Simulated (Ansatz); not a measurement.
# Al: element swaps in one structure

An exercise on one series of results from a longer session: the logs are not shown, and one member is left open.

Computed with Ansatz 0.2.0 (DFT PBEsol, scalar-relativistic, plane waves, PAW, unless a step's input says otherwise).

1 further run of the same task is left out (set aside as unsound or not needed).

## The system as given

Symmetry: Fm-3m, No. 225, cubic system. The conventional cell has a = 4.015 Å, b = 4.015 Å, c = 4.015 Å, α = 90.00°, β = 90.00°, γ = 90.00°. Al (site symmetry m-3m) has 12 Al at 2.84 Å as nearest neighbours.

As a file:

```cif
data_structure
_symmetry_space_group_name_H-M 'Fm-3m'
_symmetry_Int_Tables_number 225
_cell_length_a 4.0154
_cell_length_b 4.0154
_cell_length_c 4.0154
_cell_angle_alpha 90.000
_cell_angle_beta 90.000
_cell_angle_gamma 90.000
_cell_volume 64.74
loop_
_atom_site_label
_atom_site_type_symbol
_atom_site_symmetry_multiplicity
_atom_site_Wyckoff_symbol
_atom_site_fract_x
_atom_site_fract_y
_atom_site_fract_z
_atom_site_occupancy
Al1 Al 4 a 0.00000 0.00000 0.00000 1
```

It goes back to an entry of the Materials Project.

This cell was relaxed beforehand with the same method: volume 16.19 Å³/atom, gap on the mesh none (metal).

Set-up of the first run:

Contents of input.yaml:

```yaml
crystal:
  lattice:
    - [0.0, 1.8969105883, 1.8969105883]
    - [1.8969105883, 0.0, 1.8969105883]
    - [1.8969105883, 1.8969105883, 0.0]
  atoms:
    - { symbol: Si, position: [0.0, 0.0, 0.0] }
basis:
  ecutwfc: 420
kpoints:
  mp_grid: { grid: [8, 8, 8] }
hamiltonian:
  xc: pbesol
scf:
  occupations: { method: gaussian, width: 0.1 }
output:
  forces: true
  stress: true
  eigenvalues: true
```

Command:

```sh
$ ansatz run input.yaml --threads 1 --pin off --max-ram 2560MiB --backend cpu --events-out ev --progress --plain --runs-dir out
```

Steps of the session up to this table: A first look at the start (Si); Full relaxation (Si).

One table of the session follows, with a row left open; its other results are not shown here.

Lengths are those of the vectors of the cell that was run:

```
   swap  volume (Å³/atom)  a (Å)  b (Å)  c (Å)
   none             16.19  2.839  2.839  2.839
Al → Fe              9.88  2.409  2.409  2.409
 Al → B              5.82  2.019  2.019  2.019
 Al → Y             30.83  3.520  3.520  3.520
Al → Cr             11.45  2.530  2.530  2.530
 Al → V                 ?      ?      ?      ?
Al → Si             14.14  2.714  2.714  2.714
```

**Question.** Estimate the row for Al → V.

**Answer.** volume (Å³/atom): 13.38; a (Å): 2.665; b (Å): 2.665; c (Å): 2.665. In the column «volume (Å³/atom)» it lies between Al → Cr (11.45) and Al → Si (14.14).

Lengths are those of the computed cell. Rows of earlier swaps come from the sessions before.
